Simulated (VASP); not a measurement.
# Al (Fm-3m) in VASP: notebook

Runs on Al. Level: PBE. Tasks: single point.

All numbers are computed with VASP 6.6.1; they aren't measurements. Logs are shortened: lines on timing, memory, paths and dates and some standing lists are left out, and cuts for length are marked.

### Step 1. The undisturbed crystal

Symmetry: Fm-3m, No. 225, cubic system. The conventional cell has a = 4.050 Å, b = 4.050 Å, c = 4.050 Å, α = 90.00°, β = 90.00°, γ = 90.00°. Al (site symmetry m-3m) has 12 Al at 2.86 Å as nearest neighbours.

### Step 2. Single point, PBE (a relaxed cell with its volume scaled by 0.94)

File INCAR:

```
PREC = Accurate
ENCUT = 520
EDIFF = 1E-7
ISMEAR = 0
SIGMA = 0.1
LREAL = False
LASPH = True
NELM = 80
ALGO = Fast
ISIF = 2
LWAVE = False
LCHARG = False
GGA = PE
NBANDS = 8
```

File KPOINTS:

```
regular mesh
0
Gamma
  24 24 24
```

File POSCAR:

```
Al                                      
1.0
    0.0000000000      1.9783135585      1.9783135585
    1.9783135585      0.0000000000      1.9783135585
    1.9783135585      1.9783135585      0.0000000000
  Al            
     1
Direct
     0.0000000000000000    0.0000000000000000    0.0000000000000000
```

Potentials or basis: VASP PAW PBE potentials, release 64 (Al).

Started as:

```
> cat potpaw_PBE.64/Al/POTCAR > POTCAR
> mpirun -np 1 vasp_std > vasp.out
```

OUTCAR:

```text
PREC = Accurate
   ENCUT = 520
   EDIFF = 1E-7
   ISMEAR = 0
   LREAL = False
   LASPH = True
   NELM = 80
   ISIF = 2
   GGA = PE

 ion  position               nearest neighbor table
   1  0.000  0.000  0.000-

  LATTYP: Found a face centered cubic cell.
 ALAT       =     3.9566271170

  Lattice vectors:

 A1 = (   0.0000000000,   1.9783135585,   1.9783135585)
 A2 = (   1.9783135585,   0.0000000000,   1.9783135585)
 A3 = (   1.9783135585,   1.9783135585,   0.0000000000)

Analysis of symmetry for initial positions (statically):
=====================================================================
 Subroutine PRICEL returns:
 Original cell was already a primitive cell.

 Routine SETGRP: Setting up the symmetry group for a
 face centered cubic supercell.

 Subroutine GETGRP returns: Found 48 space group operations
 (whereof 48 operations were pure point group operations)
 out of a pool of 48 trial point group operations.

The static configuration has the point symmetry O_h .

Analysis of symmetry for dynamics (positions and initial velocities):
=====================================================================
 Subroutine PRICEL returns:
 Original cell was already a primitive cell.

 Routine SETGRP: Setting up the symmetry group for a
 face centered cubic supercell.

 Subroutine GETGRP returns: Found 48 space group operations
 (whereof 48 operations were pure point group operations)
 out of a pool of 48 trial point group operations.

The dynamic configuration has the point symmetry O_h .

 Subroutine INISYM returns: Found 48 space group operations
 (whereof 48 operations are pure point group operations),
 and found     1 'primitive' translations

----------------------------------------------------------------------------------------

                                     Primitive cell

  volume of cell :      15.4851

  direct lattice vectors                    reciprocal lattice vectors
     0.000000000  1.978313559  1.978313559    -0.252740521  0.252740521  0.252740521
     1.978313559  0.000000000  1.978313559     0.252740521 -0.252740521  0.252740521
     1.978313559  1.978313559  0.000000000     0.252740521  0.252740521 -0.252740521

  length of vectors
     2.797757865  2.797757865  2.797757865     0.437759424  0.437759424  0.437759424

  position of ions in fractional coordinates (direct lattice)
     0.000000000  0.000000000  0.000000000

  ion indices of the primitive-cell ions
   primitive index   ion index
                 1           1

----------------------------------------------------------------------------------------

 KPOINTS: regular mesh

Automatic generation of k-mesh.
 Grid dimensions read from file:
 generate k-points for:   24   24   24

 Generating k-lattice:

  Cartesian coordinates                     Fractional coordinates (reciprocal lattice)
    -0.010530855  0.010530855  0.010530855     0.041666667  0.000000000  0.000000000
     0.010530855 -0.010530855  0.010530855     0.000000000  0.041666667  0.000000000
     0.010530855  0.010530855 -0.010530855     0.000000000  0.000000000  0.041666667

  Length of vectors
     0.018239976  0.018239976  0.018239976

  Shift w.r.t. Gamma in fractional coordinates (k-lattice)
     0.000000000  0.000000000  0.000000000

 Subroutine IBZKPT returns following result:
 ===========================================

 Found    413 irreducible k-points:

 Following reciprocal coordinates:
            Coordinates               Weight
  0.000000  0.000000  0.000000      1.000000
  0.041667  0.000000  0.000000      8.000000
  0.083333  0.000000  0.000000      8.000000
  0.125000  0.000000  0.000000      8.000000
  0.166667  0.000000  0.000000      8.000000
  0.208333  0.000000  0.000000      8.000000
[... 16 lines left out ...]
  0.416667  0.041667  0.000000     24.000000
  0.458333  0.041667  0.000000     24.000000
 [... further k-points ...]
   k-points           NKPTS =    413   k-points in BZ     NKDIM =    413   number of bands    NBANDS=      8
   number of dos      NEDOS =    301   number of ions     NIONS =      1
   total plane-waves  NPLWV =  13824
   dimension x,y,z NGX =    24 NGY =   24 NGZ =   24
   dimension x,y,z NGXF=    48 NGYF=   48 NGZF=   48
   ions per type =               1
   NGX,Y,Z   is equivalent  to a cutoff of  14.26, 14.26, 14.26 a.u.
   NGXF,Y,Z  is equivalent  to a cutoff of  28.52, 28.52, 28.52 a.u.
 SYSTEM =  unknown system
   PREC   = accura    normal or accurate (medium, high low for compatibility)
   ISTART =      0    job   : 0-new  1-cont  2-samecut
   ICHARG =      2    charge: 1-file 2-atom 10-const
   ISPIN  =      1    spin polarized calculation?
   LNONCOLLINEAR =      F non collinear calculations
   LSORBIT =      F    spin-orbit coupling
   LASPH  =      T    aspherical Exc in radial PAW
   ENCUT  =  520.0 eV  38.22 Ry    6.18 a.u.   5.20  5.20  5.20*2*pi/ulx,y,z
   NELM   =     80;   NELMIN=  2; NELMDL= -5     # of ELM steps
   EDIFF  = 0.1E-06   stopping-criterion for ELM
   LREAL  =      F    real-space projection
   EDIFFG = 0.1E-05   stopping-criterion for IOM
   NSW    =      0    number of steps for IOM
   IBRION =     -1    ionic relax: 0-MD 1-quasi-New 2-CG
   NFREE  =      0    steps in history (QN), initial steepest desc. (CG)
   ISIF   =      2    stress and relaxation
   ISYM   =      2    0-nonsym 1-usesym 2-fastsym
   POTIM  = 0.5000    time-step for ionic-motion
   TEBEG  =    0.0;   TEEND  =   0.0 temperature during run
   PSTRESS=    0.0 pullay stress
   NELECT =       3.0000    total number of electrons
   NUPDOWN=      -1.0000    fix difference up-down
   EMIN   =  10.00;   EMAX   =-10.00  energy-range for DOS
   EFERMI =   0.00;   METHOD = LEGACY
   ISMEAR =     0;   SIGMA  =   0.10  broadening in eV -4-tet -1-fermi 0-gaus
   EFERMI_NEDOS =   21; number of points for ismear=-14 and -15
   IALGO  =     68    algorithm
   IMIX   =      4    mixing-type and parameters
     AMIX     =   0.40;   BMIX     =  1.00
     AMIX_MAG =   1.60;   BMIX_MAG =  1.00
  volume/ion in A,a.u.               =      15.49       104.50
  Fermi-wavevector in a.u.,A,eV,Ry     =   0.947277  1.790093 12.208955  0.897333
  Thomas-Fermi vector in A             =   2.075354
   LORBIT       =      0    0 simple, 1 ext, 2 COOP (PROOUT), +10 PAW based schemes
   GGA     = PE    functional components
   LHFCALC =     F    Hartree Fock is set to
   AEXX    =    0.0000 exact exchange contribution
   IVDW    =     0    specifies the selected vdW correction
   LEPSILON=     F    determine dielectric tensor
   LRPA    =     F    only Hartree local field effects (RPA)
 non-spin polarized calculation
 RMM-DIIS sequential band-by-band and
 Gauss-broadening in eV      SIGMA  =   0.10
  energy-cutoff  :      520.00
  volume of cell :       15.49
 maximum number of plane-waves:       444
 NGX is ok and might be reduce to    24
   NGX = 11   NGY = 11   NGZ = 11

 number of electron       3.0000000 magnetization

 Free energy of the ion-electron system (eV)
  ---------------------------------------------------
  ext. energy  EPLUGINS =         0.00000000
  ---------------------------------------------------
  free energy    TOTEN  =        -3.72938350 eV

  energy without entropy =       -3.72731559  energy(sigma->0) =       -3.72834955

 E-fermi :   8.6975     XC(G=0): -10.4286

 val. band max:        8.6923054398   @ k =  -0.3750   0.3750   0.0417
 cond. band min:       8.7033413542   @ k =  -0.2500   0.2917   0.1250
 fundamental gap:      0.0110359144
 Fermi energy:         8.6975291800

 k-point     1 :       0.0000    0.0000    0.0000
  band No.  band energies     occupation
      1      -2.9021      2.00000
      2      21.6557      0.00000
      3      21.6557      0.00000
      4      21.6557      0.00000
      5      23.6417      0.00000
      6      23.6417      0.00000
      7      23.6417      0.00000
      8      25.6119      0.00000

 k-point     2 :       0.0417    0.0000    0.0000
  band No.  band energies     occupation
      1      -2.8529      2.00000
      2      20.6936      0.00000
      3      21.4980      0.00000
      4      21.4980      0.00000
      5      23.8782      0.00000
      6      23.8782      0.00000
      7      24.0219      0.00000
      8      26.1577      0.00000

 k-point     3 :       0.0833    0.0000    0.0000
  band No.  band energies     occupation
      1      -2.7053      2.00000
      2      19.0424      0.00000
      3      21.1625      0.00000
      4      21.1625      0.00000
      5      24.1575      0.00000
      6      24.4449      0.00000
      7      24.4449      0.00000
      8      27.5718      0.00000

 k-point     4 :       0.1250    0.0000    0.0000
  band No.  band energies     occupation
      1      -2.4597      2.00000
      2      17.2989      0.00000
      3      20.8053      0.00000
      4      20.8053      0.00000
      5      24.0628      0.00000
      6      25.1496      0.00000
      7      25.1496      0.00000
      8      26.9431      0.00000

 k-point     5 :       0.1667    0.0000    0.0000
  band No.  band energies     occupation
      1      -2.1166      2.00000
      2      15.5664      0.00000
      3      20.4881      0.00000
      4      20.4881      0.00000
      5      23.9068      0.00000
      6      25.5189      0.00000
      7      25.5189      0.00000
      8      26.5416      0.00000

 k-point     6 :       0.2083    0.0000    0.0000
  band No.  band energies     occupation
      1      -1.6767      2.00000
      2      13.8776      0.00000
      3      20.2330      0.00000
      4      20.2330      0.00000
      5      23.7541      0.00000
      6      24.8651      0.00000
      7      24.8651      0.00000
      8      27.2910      0.00000

 k-point     7 :       0.2500    0.0000    0.0000
  band No.  band energies     occupation
      1      -1.1412      2.00000
      2      12.2477      0.00000
      3      20.0492      0.00000
      4      20.0492      0.00000
      5      23.6383      0.00000
      6      24.0638      0.00000
      7      24.0638      0.00000
      8      28.2152      0.00000
[... 133 lines left out ...]
 k-point    20 :       0.2917    0.0417    0.0000
  band No.  band energies     occupation
      1      -0.6884      2.00000
      2      11.2347      0.00000
      3      19.1169      0.00000
      4      20.3213      0.00000
      5      22.3746      0.00000
      6      24.1875      0.00000
      7      24.4629      0.00000
      8      27.6665      0.00000

 k-point    21 :       0.3333    0.0417    0.0000
  band No.  band energies     occupation
      1       0.0039      2.00000
      2       9.7219      0.00000
      3      19.0569      0.00000
      4      20.2629      0.00000
      5      21.6541      0.00000
      6      23.7568      0.00000
      7      24.1760      0.00000
      8      27.2836      0.00000

 k-point    22 :       0.3750    0.0417    0.0000
  band No.  band energies     occupation
      1       0.7884      2.00000
      2       8.2842      2.00000
      3      19.0776      0.00000
      4      20.2625      0.00000
      5      21.0309      0.00000
      6      23.1202      0.00000
      7      24.2391      0.00000
      8      26.6491      0.00000

 k-point    23 :       0.4167    0.0417    0.0000
  band No.  band energies     occupation
      1       1.6631      2.00000
      2       6.9256      2.00000
      3      19.1794      0.00000
      4      20.1999      0.00000
      5      20.6307      0.00000
      6      22.5597      0.00000
      7      24.3799      0.00000
      8      26.0570      0.00000

 k-point    24 :       0.4583    0.0417    0.0000
  band No.  band energies     occupation
      1       2.6242      2.00000
      2       5.6509      2.00000
      3      19.3627      0.00000
      4      19.8414      0.00000
      5      20.6901      0.00000
      6      22.0783      0.00000
      7      24.5930      0.00000
      8      25.5425      0.00000

 [... further k-points ...]

------------------------ aborting loop because EDIFF is reached ----------------------------------------

  FORCE on cell =-STRESS in cart. coord.  units (eV):
  Direction    XX          YY          ZZ          XY          YZ          ZX
  --------------------------------------------------------------------------------------
  -------------------------------------------------------------------------------------
  Total        0.5305293      0.5305293      0.5305293      0.0000000      0.0000000      0.0000000
  in kB       54.8914298     54.8914298     54.8914298      0.0000000      0.0000000      0.0000000
  external PRESSURE =      54.8914298 kB  Pullay stress =       0.0000000 kB

 VOLUME and BASIS-vectors are now :
 -----------------------------------------------------------------------------
  energy-cutoff  :      520.00
  volume of cell :       15.49
      direct lattice vectors                 reciprocal lattice vectors
     0.000000000  1.978313559  1.978313559    -0.252740521  0.252740521  0.252740521
     1.978313559  0.000000000  1.978313559     0.252740521 -0.252740521  0.252740521
     1.978313559  1.978313559  0.000000000     0.252740521  0.252740521 -0.252740521

 POSITION                                       TOTAL-FORCE (eV/Angst)
 -----------------------------------------------------------------------------------
      0.00000      0.00000      0.00000         0.000000      0.000000      0.000000
 -----------------------------------------------------------------------------------
    total drift:                                0.000000     -0.000000     -0.000000

  FREE ENERGIE OF THE ION-ELECTRON SYSTEM (eV)
  ---------------------------------------------------
  free  energy   TOTEN  =        -3.7293834992 eV

  energy  without entropy=       -3.7273155921  energy(sigma->0) =       -3.72834955
```

It took 25 s on 1 thread of Intel Xeon Platinum 8488C (Sapphire Rapids), shared host; peak memory 0.16 GiB.

What came out:

```
Free energy            : -3.7294 eV
Pressure               : 5.5 GPa
Band gap on the k mesh : none (metal or under the smearing width)
```

[end of part 1 of 2]
